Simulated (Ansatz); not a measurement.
AlNi (P4/mmm), two-dimensional strain map

Level of theory: DFT PBEsol, scalar-relativistic, plane waves, PAW (Ansatz 0.2.0). The runs took a 420 eV cutoff, a Γ-centred 20×20×20 mesh and Gaussian smearing (0.15 eV). No spin polarisation. A magnetic state may lie lower. Energies are free energies at this smearing, counted from the undisturbed cell; pressure is positive in compression.

The undisturbed cell (relaxed at this level; it needn't be the usual structure):

```
Al Ni
1.0
     2.02133   -2.02135    0.00000
     2.02133    2.02135    0.00000
     0.00000    0.00000    2.86941
Al Ni
1 1
Direct
  0.00000 0.00000 0.00000
  0.50000 0.50000 0.50000
```

The cell is strained by p along both x and y and by q along z, fractional coordinates fixed. Points are written (p, q).

Energy above the undisturbed cell in meV/atom (a dash: not computed):

```csv
p \ q,-0.030,-0.015,0.000,0.015,0.030
-0.030,56.9,39.7,27.0,18.3,13.3
-0.015,24.8,13.5,6.6,3.5,3.9
0.000,7.5,1.7,0.0,2.0,7.2
0.015,3.5,2.6,5.7,12.1,21.7
0.030,11.4,14.9,22.2,32.8,46.4
```

Pressure in GPa:

| p \ q | -0.030 | -0.015 | 0.000 | 0.015 | 0.030 |
| --- | --- | --- | --- | --- | --- |
| -0.030 | 19.3 | 15.5 | 12.1 | 8.9 | 6.0 |
| -0.015 | 12.0 | 8.7 | 5.6 | 2.8 | 0.2 |
| 0.000 | 5.7 | 2.7 | 0.0 | -2.5 | -4.7 |
| 0.015 | 0.2 | -2.4 | -4.8 | -7.0 | -9.0 |
| 0.030 | -4.5 | -6.8 | -9.0 | -10.9 | -12.6 |